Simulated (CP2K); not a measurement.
# Al2Pt under changes of volume

One of the cells (17.202 Å³/atom); the others are scaled copies at fixed shape and fractional positions:

```
Pt Al
1.0
     4.17900    0.00000    0.00000
     2.08950    3.61912    0.00000
     2.08950    1.20637    3.41214
Pt Al
1 2
Direct
  0.00000 0.00000 0.00000
  0.75000 0.75000 0.75000
  0.25000 0.25000 0.25000
```

* Program: CP2K 2026.2
* Functional: PBEsol
* Potentials or basis: POTENTIAL_UZH Pt GTH-PBE-q18, Al GTH-PBE-q3; TZVP-MOLOPT-PBE-GTH basis
* Density cutoff: 6123 eV
* k mesh: 8 × 8 × 8
* Occupations: fermi-dirac, width 0.0259 eV
* Spin: no spin polarisation

```csv
volume (Å³/atom),energy over the lowest point (meV/atom),pressure (GPa)
16.170,32.44,10.2
16.514,14.48,6.6
16.858,3.92,3.3
17.202,0.00,0.4
17.546,?,?
17.890,9.48,-4.6
18.234,21.70,-6.7
```

Q: What does the run at 17.546 Å³/atom give?

A: Energy over the lowest point 2.06 meV/atom; pressure -2.2 GPa.

Worked out: A Birch-Murnaghan fit of order 3 (a polynomial in V^(-2/3)) to the other rows has its minimum at 17.25 Å³/atom with B0 = V·E''(V) = 137 GPa and B' = 4.4. It gives 2.06 meV/atom at 17.546 Å³/atom, against the run's 2.06, and -dE/dV = -2.2 GPa, against -2.2.

Energies are extrapolated to zero smearing.

Caveats: the potentials were made for another functional, which shifts forces and pressure; the basis of atomic orbitals isn't converged, which shifts pressures, moduli and gaps.
